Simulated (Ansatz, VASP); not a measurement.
# Nb: VASP beside Ansatz

```
Nb
1.0
     2.66024    0.00000    0.00000
     0.00000    2.66024    0.00000
     0.00000    0.00000    2.66024
Nb
1
Direct
  0.00000 0.00000 0.00000
```

Alike in both runs: functional LDA; k mesh 14 × 14 × 14; occupations fermi-dirac, width 0.05 eV; no spin polarisation.

Ansatz relaxed the structure, and its values are those at the end. VASP's run is a single point on that final structure, the one shown.

```csv
,VASP,Ansatz
version,VASP 6.6.1,Ansatz 0.2.0
potentials or method,"VASP PAW LDA potentials, release 64 (Nb_sv)","PAW with Ansatz's default frozen-core files, scalar-relativistic"
plane-wave cutoff (eV),520,420
valence electrons in the cell,13,13
```

Ansatz gave:

```
pressure (GPa) : 0.0
```

Question: Estimate VASP's values.

Answer: Pressure (GPa): -0.1.
